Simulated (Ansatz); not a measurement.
A run of Ansatz 0.2.0:

The input input.yaml:

```yaml
crystal:
  lattice:
    - [2.38025, 1.3742379782, 4.3318666667]
    - [-2.38025, 1.3742379782, 4.3318666667]
    - [0.0, -2.7484759565, 4.3318666667]
  atoms:
    - { symbol: Al, position: [0.85216, 0.85216, 0.85216] }
    - { symbol: Al, position: [0.64784, 0.64784, 0.64784] }
    - { symbol: Al, position: [0.14784, 0.14784, 0.14784] }
    - { symbol: Al, position: [0.35216, 0.35216, 0.35216] }
    - { symbol: O, position: [0.05668, 0.75, 0.44332] }
    - { symbol: O, position: [0.75, 0.44332, 0.05668] }
    - { symbol: O, position: [0.44332, 0.05668, 0.75] }
    - { symbol: O, position: [0.94332, 0.25, 0.55668] }
    - { symbol: O, position: [0.25, 0.55668, 0.94332] }
    - { symbol: O, position: [0.55668, 0.94332, 0.25] }
hamiltonian:
  xc: pbe
  pseudopotentials: { kind: paw }
kpoints:
  mp_grid: { grid: [7, 7, 7] }
scf:
  occupations: { method: gaussian, width: 0.015 }
output:
  forces: true
  stress: true
  eigenvalues: true
```

Potentials or basis: Ansatz PAW.

Launch:

```sh
$ ansatz run input.yaml --threads 4 --pin off --max-ram 11264MiB --backend cpu --events-out ev --progress --plain --runs-dir out
```

Hardware: 4 threads of Intel(R) Xeon(R) Processor @ 2.70GHz, on a shared host.

**Question.** Estimate the wall time of this run.

**Answer.** It took 2.5 s on 4 threads of Intel(R) Xeon(R) Processor @ 2.70GHz, on a shared host, peak memory 0.46 GiB. Counts: scf iterations 6, plane waves 1653, k points 44, bands 34.
